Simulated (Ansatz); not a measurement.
# KF/MgS: short-period superlattices, part 2 of 2

Aim: gap, minibands and decay constants of KF/MgS superlattices of several periods. The crystals are KF rock salt(001) and MgS rock salt(001), on a common net of side 3.833 Å (+0.0 % and +3.6 % against typed lattice constants near PBE's). Layer spacings come from each crystal relaxed along the normal on that net, and the joins take the mean spacing. The stacks are then relaxed. The first steps treat the bulk crystals alone.

Ansatz 0.2.0; PBE DFT, plane waves, PAW files (the session's first sound run).

So far. Step 8 (Minibands and complex bands along the stacking, atomic …): At the listed wavevectors the last open channel is at -0.62 eV and the next at +2.58 eV on the grid, wider than the gap, since narrow bands can fall between grid energies. At +1.22 eV, the grid energy nearest the filling level (the middle of the gap on the SCF mesh), the slowest state at the listed wavevectors decays with κ = 0.264 Å⁻¹, its amplitude falling by e over 3.8 Å.

## Step 10: Band edges of the superlattice, atomic layers of each crystal 1×3

Another period, with its own band edges.

File input.yaml:

```yaml
crystal:
  lattice:
    - [3.833, 0.0, 0.0]
    - [0.0, 3.833, 0.0]
    - [0.0, 0.0, 10.3937597821]
  atoms:
    - { symbol: F, position: [0.0, 0.0, 0.0] }
    - { symbol: K, position: [0.5, 0.5, 0.0] }
    - { symbol: S, position: [0.5, 0.5, 0.2655499809] }
    - { symbol: Mg, position: [0.0, 0.0, 0.2593183748] }
    - { symbol: S, position: [0.0, 0.0, 0.5] }
    - { symbol: Mg, position: [0.5, 0.5, 0.5] }
    - { symbol: S, position: [0.5, 0.5, 0.7344500191] }
    - { symbol: Mg, position: [0.0, 0.0, 0.7406816252] }
kpoints:
  mp_grid: { grid: [6, 6, 2] }
  band_path: { path: [VBM, CBM], npoints: 24 }
scf:
  occupations: { method: fixed }
  max_iter: 120
hamiltonian:
  xc: pbe
output:
  eigenvalues: true
  write_potential: true
  write_density: true
  volumetric_format: npy
```

Started as:

```sh
$ ansatz run input.yaml --threads 4 --pin off --max-ram 8192MiB --backend cpu --events-out ev --progress --plain --runs-dir out
```

Wall time 8.2 s (4 threads of Arm Neoverse V2, shared host); peak memory 0.47 GiB.

Numbers from this step:

```yaml
free_energy: -10833.9446 eV
gap_on_the_k_mesh: 2.342 eV
gap_on_path: 2.342 eV, by band count; negative where bands overlap
edge_places_on_path: 0, 1.159 1/A along the path
```

The electronic bands at the labelled points (eV, zero at the Fermi level (highest filled level under fixed occupations); v1 is the highest filled band, c1 the lowest empty one):

```csv
point,v4,v3,v2,v1,c1,c2,c3,c4
VBM,-0.97,-0.60,0.00,0.00,2.39,4.00,4.03,4.65
halfway,-1.56,-0.85,-0.60,-0.43,4.09,5.12,5.61,5.98
CBM,-1.88,-1.47,-1.47,-0.92,2.34,3.90,4.64,4.92
```

The searched edges give 2.34 eV, as on the mesh.

Between step 7 and this run (8 atoms and atomic layers of each crystal 1×3) the value for the gap on the k-mesh moves from 2.51 eV to 2.34 eV.

## Step 11: Minibands and complex bands along the stacking, atomic layers of each crystal 1×3

This step: PBE DFT, plane waves, PAW files; complex bands by layer matching along the plane's normal (Ansatz 0.2.0).

Changes to input.yaml since step 10:

```diff
@@ -16,3 +16,2 @@
   mp_grid: { grid: [6, 6, 2] }
-  band_path: { path: [VBM, CBM], npoints: 24 }
 scf:
@@ -24,4 +23,6 @@
   eigenvalues: true
-  write_potential: true
-  write_density: true
-  volumetric_format: npy
+  transmission:
+    leads: [[0, 0]]
+    kpoints: [[0.0, 0.0], [-0.5, -0.5]]
+    e_range: [-1.5, 3.84]
+    de: 0.08
```

Wall time 12 s (4 threads); peak memory 0.58 GiB; 30 s of CPU time.

This step gave:

| Quantity | Value |
| --- | --- |
| decay constant at the filling level, zone centre | 0.2710 Å⁻¹ |
| decay constant at the filling level, slowest listed point | 0.271 Å⁻¹ |

Lower lead, k parallel (0, 0); values up to 1.5 1/Å, a degenerate pair printed once or twice; energies at which all values exceed this have no row. Table of Im kz of the slowest decaying states by energy, zero at the highest filled level on the SCF mesh:

```csv
energy (eV),decay 1 (Å⁻¹),decay 2 (Å⁻¹),decay 3 (Å⁻¹),decay 4 (Å⁻¹)
-1.5000,0.0158,0.0736,0.598,1.32
-1.2600,0.0726,0.259,0.591,1.30
-1.0200,0.153,0.582,1.27,-
-0.7800,0.237,0.572,1.25,-
-0.4600,0.114,0.307,0.556,1.21
-0.2200,0.179,0.277,0.543,1.18
0.0200,0.138,0.217,0.529,1.15
0.2600,0.242,0.358,0.513,1.13
0.5000,0.259,0.432,0.496,1.10
0.7400,0.269,0.478,0.479,1.07
0.9800,0.272,0.458,0.512,1.03
1.2200,0.269,0.438,0.537,1.00
1.4600,0.259,0.416,0.555,0.969
1.7800,0.229,0.389,0.573,0.922
2.0200,0.189,0.369,0.582,0.885
2.2600,0.117,0.350,0.589,0.846
2.5000,0.331,0.592,0.805,1.44
2.7400,0.311,0.594,0.762,1.42
2.9800,0.0333,0.289,0.594,0.716
3.2200,0.0136,0.263,0.592,0.667
3.4600,0.231,0.588,0.612,1.37
3.7800,0.173,0.531,0.580,1.35
```

Lower lead, k parallel (-0.5, -0.5); values up to 1.5 1/Å, a degenerate pair printed once or twice; energies at which all values exceed this have no row. The Im kz of the slowest decaying states by energy, zero at the highest filled level on the SCF mesh:

```csv
energy (eV),decay 1 (Å⁻¹),decay 2 (Å⁻¹),decay 3 (Å⁻¹)
-1.50,0.00207,0.391,-
-1.34,0.210,0.409,-
-1.10,0.306,0.426,-
-0.94,0.343,0.433,-
-0.78,0.132,0.371,0.437
-0.62,0.185,0.393,0.439
-0.38,0.236,0.418,0.439
-0.22,0.260,0.430,0.436
-0.06,0.280,0.432,0.440
0.02,0.288,0.429,0.445
0.10,0.296,0.426,0.448
0.34,0.314,0.414,0.457
0.50,0.324,0.405,0.461
0.66,0.332,0.394,0.464
0.90,0.341,0.374,0.466
1.06,0.346,0.359,0.466
1.22,0.341,0.349,0.465
1.38,0.321,0.352,0.463
1.62,0.285,0.353,0.458
1.78,0.256,0.353,0.454
1.94,0.220,0.352,0.449
2.18,0.144,0.349,0.440
2.34,0.0142,0.345,0.432
2.50,0.341,0.424,-
2.66,0.336,0.415,-
2.90,0.0616,0.326,0.399
3.06,0.0678,0.318,0.387
3.22,0.0435,0.309,0.374
3.38,0.299,0.360,-
3.62,0.280,0.336,-
3.78,0.264,0.318,-
```

At the listed wavevectors the last open channel is at -0.62 eV and the next at +2.42 eV on the grid, wider than the gap, since narrow bands can fall between grid energies. At +1.14 eV, the grid energy nearest the filling level (the middle of the gap on the SCF mesh), the slowest state at the listed wavevectors decays with κ = 0.271 Å⁻¹, its amplitude falling by e over 3.7 Å.

## Step 12: Relaxing the interfaces, stack KF 4 / MgS 4, atomic layers of each crystal 4×4

This step: PBE DFT, plane waves, PAW files (Ansatz 0.2.0).

System of this step: KF (4) / MgS (4). The cell holds 16 atoms: 4 F, 4 K, 4 S and 4 Mg. Its edges and angles: a = 3.833 Å, b = 3.833 Å, c = 21.084 Å, α = 90.0°, β = 90.0°, γ = 90.0°. Regions: 0: KF, 8 atoms (4 F and 4 K); 1: MgS, 8 atoms (4 S and 4 Mg). The structure's axis is c.

File input.yaml:

```yaml
crystal:
  lattice:
    - [3.833, 0.0, 0.0]
    - [0.0, 3.833, 0.0]
    - [0.0, 0.0, 21.0843778306]
  atoms:
    - { symbol: F, position: [0.0, 0.0, 0.0] }
    - { symbol: K, position: [0.5, 0.5, 0.0] }
    - { symbol: F, position: [0.5, 0.5, 0.1285198841] }
    - { symbol: K, position: [0.0, 0.0, 0.1285198841] }
    - { symbol: F, position: [0.0, 0.0, 0.2570397682] }
    - { symbol: K, position: [0.5, 0.5, 0.2570397682] }
    - { symbol: F, position: [0.5, 0.5, 0.3855596523] }
    - { symbol: K, position: [0.0, 0.0, 0.3855596523] }
    - { symbol: S, position: [0.0, 0.0, 0.5105596523] }
    - { symbol: Mg, position: [0.5, 0.5, 0.5105596523] }
    - { symbol: S, position: [0.5, 0.5, 0.6320397682] }
    - { symbol: Mg, position: [0.0, 0.0, 0.6320397682] }
    - { symbol: S, position: [0.0, 0.0, 0.7535198841] }
    - { symbol: Mg, position: [0.5, 0.5, 0.7535198841] }
    - { symbol: S, position: [0.5, 0.5, 0.875] }
    - { symbol: Mg, position: [0.0, 0.0, 0.875] }
kpoints:
  mp_grid: { grid: [6, 6, 2] }
scf:
  occupations: { method: fixed }
  max_iter: 120
hamiltonian:
  xc: pbe
output:
  eigenvalues: false
  forces: true
relax:
  f_tol: 0.02
  max_steps: 40
```

It took 27 s on 4 threads; peak memory 0.98 GiB; 1.8 min of CPU time.

Relaxation path:

```csv
step,energy less that of the first step (eV),largest force component (eV/Å)
1,0.0000,1.7257
2,-0.3947,0.3304
3,-0.4056,0.2591
4,-0.4228,0.0746
5,-0.4267,0.0494
6,-0.4306,0.0189
```

The run keeps the 16 symmetry operations that it works with, so distortions that break them were not tested.

The atoms that moved most (Å):

```csv
atom,dx,dy,dz,length
F7,0.000,0.000,0.187,0.187
F1,0.000,0.000,-0.187,0.187
K2,0.000,0.000,0.136,0.136
K8,0.000,0.000,-0.136,0.136
F3,0.000,0.000,0.084,0.084
F5,0.000,0.000,-0.084,0.084
S15,0.000,0.000,-0.064,0.064
S9,0.000,0.000,0.064,0.064
```

The largest force component on a free atom ends at 0.019 eV/Å.

## Step 13: Band edges of the superlattice, atomic layers of each crystal 4×4

File input.yaml:

```yaml
crystal:
  lattice:
    - [3.833, 0.0, 0.0]
    - [0.0, 3.833, 0.0]
    - [0.0, 0.0, 21.0843778306]
  atoms:
    - { symbol: F, position: [0.0, 0.0, -0.0088540696] }
    - { symbol: K, position: [0.5, 0.5, 0.0064405637] }
    - { symbol: F, position: [0.5, 0.5, 0.1324958513] }
    - { symbol: K, position: [0.0, 0.0, 0.1276822084] }
    - { symbol: F, position: [0.0, 0.0, 0.253063801] }
    - { symbol: K, position: [0.5, 0.5, 0.2578774439] }
    - { symbol: F, position: [0.5, 0.5, 0.3944137219] }
    - { symbol: K, position: [0.0, 0.0, 0.3791190886] }
    - { symbol: S, position: [0.0, 0.0, 0.5136056861] }
    - { symbol: Mg, position: [0.5, 0.5, 0.5098528906] }
    - { symbol: S, position: [0.5, 0.5, 0.6316090638] }
    - { symbol: Mg, position: [0.0, 0.0, 0.63324129] }
    - { symbol: S, position: [0.0, 0.0, 0.7539505885] }
    - { symbol: Mg, position: [0.5, 0.5, 0.7523183623] }
    - { symbol: S, position: [0.5, 0.5, 0.8719539662] }
    - { symbol: Mg, position: [0.0, 0.0, 0.8757067617] }
kpoints:
  mp_grid: { grid: [6, 6, 2] }
  band_path: { path: [VBM, CBM], npoints: 24 }
scf:
  occupations: { method: fixed }
  max_iter: 120
hamiltonian:
  xc: pbe
output:
  eigenvalues: true
  write_potential: true
  write_density: true
  volumetric_format: npy
```

Run time: 38 s. Hardware: 4 threads; peak memory 0.99 GiB; 2.4 min of CPU time.

Electronic bands along the path, in eV, zero at the Fermi level (highest filled level under fixed occupations); v1 is the highest filled band, c1 the lowest empty one:

```csv
point,v4,v3,v2,v1,c1,c2,c3,c4
VBM,-0.58,-0.58,0.00,0.00,2.08,2.87,3.02,3.18
halfway,-0.58,-0.58,0.00,0.00,2.08,2.87,3.02,3.18
CBM,-0.58,-0.58,0.00,0.00,2.08,2.87,3.02,3.18
```

The searched edges give 2.08 eV, as on the mesh.

Between step 7 and this run (16 atoms and atomic layers of each crystal 4×4) the value for the gap on the k-mesh moves from 2.51 eV to 2.08 eV.

## Step 14: Minibands and complex bands along the stacking, atomic layers of each crystal 4×4

This step: PBE DFT, plane waves, PAW files; complex bands by layer matching along the plane's normal (Ansatz 0.2.0).

Changes to input.yaml since step 13:

```diff
@@ -24,3 +24,2 @@
   mp_grid: { grid: [6, 6, 2] }
-  band_path: { path: [VBM, CBM], npoints: 24 }
 scf:
@@ -32,4 +31,6 @@
   eigenvalues: true
-  write_potential: true
-  write_density: true
-  volumetric_format: npy
+  transmission:
+    leads: [[0, 0]]
+    kpoints: [[0.0, 0.0], [0.5, 0.0]]
+    e_range: [-1.5, 3.58]
+    de: 0.07
```

Wall time 29 s (4 threads); peak memory 0.95 GiB.

At the listed wavevectors the last open channel is at -0.66 eV and the next at +2.70 eV on the grid, wider than the gap, since narrow bands can fall between grid energies. At +1.02 eV, the grid energy nearest the filling level (the middle of the gap on the SCF mesh), the slowest state at the listed wavevectors decays with κ = 0.281 Å⁻¹, its amplitude falling by e over 3.6 Å.

## Step 15: Outcome

```json
{
 "gap, 1+4 layers": "2.51 eV",
 "gap, 1+3 layers": "2.34 eV",
 "gap, 4+4 layers": "2.08 eV",
 "least decay at +1.22 eV, listed points, 1+4 layers": "0.264 Å⁻¹",
 "least decay at +1.14 eV, listed points, 1+3 layers": "0.271 Å⁻¹",
 "least decay at +1.02 eV, listed points, 4+4 layers": "0.281 Å⁻¹"
}
```

In words: The gap is smallest for 4+4 layers and largest for 1+4, a spread of 0.43 eV (2.08 to 2.51 eV). Only the first crystal's layer differs between these two. Thickening the first crystal alone, from 1 to 4 planes, takes the gap from 2.51 to 2.08 eV. A semilocal functional narrows gaps.

[Logs are printed without paths, hosts, clocks, repeated set-up lines and the standing remarks that a program may print on its own settings, such as how far it seeks lower states.]

[Hosts, paths, dates, database ids (printed as entryN), source tags and the programs' standing remarks are cut or masked in the printed files.]
